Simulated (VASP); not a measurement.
Here is a VASP 6.6.1 calculation.

The input INCAR:

```
PREC = Accurate ; ENCUT = 600
EDIFF = 1E-7 ; ISMEAR = 1
SIGMA = 0.1 ; LREAL = F
LASPH = T ; NELM = 80
ALGO = Normal ; ISIF = 2
LWAVE = F ; LCHARG = F
METAGGA = R2SCAN ; LMIXTAU = T
IBRION = 2 ; NSW = 40
EDIFFG = -0.01
```

The input KPOINTS:

```
regular mesh
0
Gamma
  16 16 16
```

The input POSCAR:

```
Rh                                      
1.0
    0.0000000000      1.8768072825      1.8768072825
    1.8768072825      0.0000000000      1.8768072825
    1.8768072825      1.8768072825      0.0000000000
  Rh            
     1
Direct
     0.0000000000000000    0.0000000000000000    0.0000000000000000
```

Potentials or basis: VASP PAW PBE potentials, release 64 (Rh_pv).

Run with:

```bash
$ cat potpaw_PBE.64/Rh_pv/POTCAR > POTCAR
$ mpirun -np 1 vasp_std > vasp.out
```

Q: What does it give for the band gap on the k mesh?

A: None (metal or under the smearing width).

Final structure:
```yaml
crystal:
  lattice:
    - [0.00000, 1.87681, 1.87681]
    - [1.87681, 0.00000, 1.87681]
    - [1.87681, 1.87681, 0.00000]
  atoms:
    - { symbol: Rh, position: [0.00000, 0.00000, 0.00000] }
```

Caveat: the relaxation stopped at its first step, so nothing moved.
